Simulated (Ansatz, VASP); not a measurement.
# Ge in VASP and in Ansatz

POSCAR

```
Ge
1.0
    3.9976152084      0.0000000000      0.0000000000
   -1.9988076042      3.4620363250      0.0000000000
    0.0000000000      0.0000000000      6.5928195194
Ge
4
Direct
    0.3333333333      0.6666666667      0.0003695991
    0.6666666667      0.3333333333      0.5003695991
    0.3333333333      0.6666666667      0.3746304009
    0.6666666667      0.3333333333      0.8746304009
```

The input INCAR.step1:

```
SYSTEM = Ge
PREC = Accurate
ENCUT = 520
ISMEAR = -1
SIGMA = 0.02
LREAL = .FALSE.
LASPH = .TRUE.
NELM = 60
NBANDS = 36
GGA = PE
ALGO = Normal
EDIFF = 1E-4
LWAVE = .TRUE.
LCHARG = .FALSE.
```

INCAR.step2

```
SYSTEM = Ge
PREC = Accurate
ENCUT = 520
EDIFF = 1E-7
ISMEAR = -1
SIGMA = 0.02
LREAL = .FALSE.
LASPH = .TRUE.
NELM = 60
ALGO = Normal
ISIF = 2
LWAVE = .FALSE.
LCHARG = .FALSE.
METAGGA = R2SCAN
LMIXTAU = .TRUE.
NBANDS = 36
ISTART = 1
```

KPOINTS

```
regular mesh
0
G
  6 6 4
  0 0 0
```

Input for Ansatz:

```yaml
crystal:
  lattice:
    - [3.9976152084, 0.0, 0.0]
    - [-1.9988076042, 3.462036325, 0.0]
    - [0.0, 0.0, 6.5928195194]
  atoms:
    - { symbol: Ge, position: [0.3333333333, 0.6666666667, 0.0003695991] }
    - { symbol: Ge, position: [0.6666666667, 0.3333333333, 0.5003695991] }
    - { symbol: Ge, position: [0.3333333333, 0.6666666667, 0.3746304009] }
    - { symbol: Ge, position: [0.6666666667, 0.3333333333, 0.8746304009] }
kpoints:
  mp_grid: { grid: [6, 6, 4] }
hamiltonian:
  xc: r2scan
scf:
  occupations: { method: fermi_dirac, width: 0.02 }
  n_extra_bands: 5
output:
  forces: true
  stress: true
  eigenvalues: true
```

Alike in both runs: task single point; functional r2SCAN; k mesh 6 × 6 × 4; occupations fermi-dirac, width 0.02 eV; no spin polarisation.

|  | VASP | Ansatz |
| --- | --- | --- |
| version | VASP 6.6.1 | Ansatz 0.2.0 |
| potentials or method | VASP PAW PBE potentials, release 64 (Ge_d) | plane waves, PAW |
| plane-wave cutoff (eV) | 520 | 500 |
| valence electrons in the cell | 56 | 56 |

Ansatz gave:

- pressure (GPa): 0.0
- largest component of the traceless stress (GPa): 0.02

**Question.** What did VASP give for the same quantities?

**Answer.** Pressure (GPa): 0.1; largest component of the traceless stress (GPa): 0.06.

The functional is the same, so the differences come from potentials, cutoffs and numerics.

Caveats: the PAW data sets were made with another functional, which shifts forces and pressure a little (VASP).
